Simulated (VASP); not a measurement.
Set up this calculation in VASP 6.6.1, as an ASE script.

* Task: band structure
* Functional: AM05
* Potentials or basis: VASP PAW PBE potentials, release 64 (Sb_d_GW)
* Cutoff: 550 eV
* k mesh: 7 × 7 × 7
* Occupations: gaussian, width 0.2 eV
* Spin: spin-orbit coupling, no magnetisation
* Further INCAR settings: ALGO = Normal; EDIFF = 1.00e-07; NBANDS = 27; ISYM = 0

The structure of Sb lies in POSCAR:

```
Sb
1.0
   -1.8713408863      1.8713408863      1.8713408863
    1.8713408863     -1.8713408863      1.8713408863
    1.8713408863      1.8713408863     -1.8713408863
Sb
1
Direct
    0.0000000000      0.0000000000      0.0000000000
```

This isn't the form of Sb at room conditions, which is rhombohedral.

The input as run:

run.py

```python
from ase.calculators.vasp import Vasp
from ase.dft.bandgap import bandgap
from ase.io import read

atoms = read('POSCAR')
calc = Vasp(
    directory='calc',
    xc='am05',
    pp='PBE',
    setups='gw',
    prec='Accurate',
    encut=550,
    ediff=1e-07,
    ismear=0,
    sigma=0.2,
    lreal=False,
    lasph=True,
    nelm=60,
    algo='Normal',
    isif=2,
    lwave=False,
    lcharg=True,
    lorbit=11,
    lsorbit=True,
    gga_compat=False,
    kpts=[7, 7, 7],
    gamma=True,
    nbands=27,
)
atoms.calc = calc

print('energy (eV):', atoms.get_potential_energy())
print('free energy (eV):', atoms.get_potential_energy(force_consistent=True))
efermi = calc.get_fermi_level()
print('Fermi level (eV):', efermi)
path = atoms.cell.bandpath(npoints=40, eps=1e-4)
print('path:', path.path)
calc.set(kpts=path.kpts, reciprocal=True, icharg=11, isym=0, lcharg=False)
calc.calculate(atoms)
print('gap on the path (eV):', bandgap(calc, efermi=efermi)[0])
print('direct gap on the path (eV):', bandgap(calc, efermi=efermi, direct=True)[0])
```

Potentials or basis: VASP PAW PBE potentials, release 64 (Sb_d_GW).

Command:

```sh
$ python run.py
```

It took 9.5 min on 1 thread of AMD EPYC 7571 (shared host), peak memory 0.22 GiB.
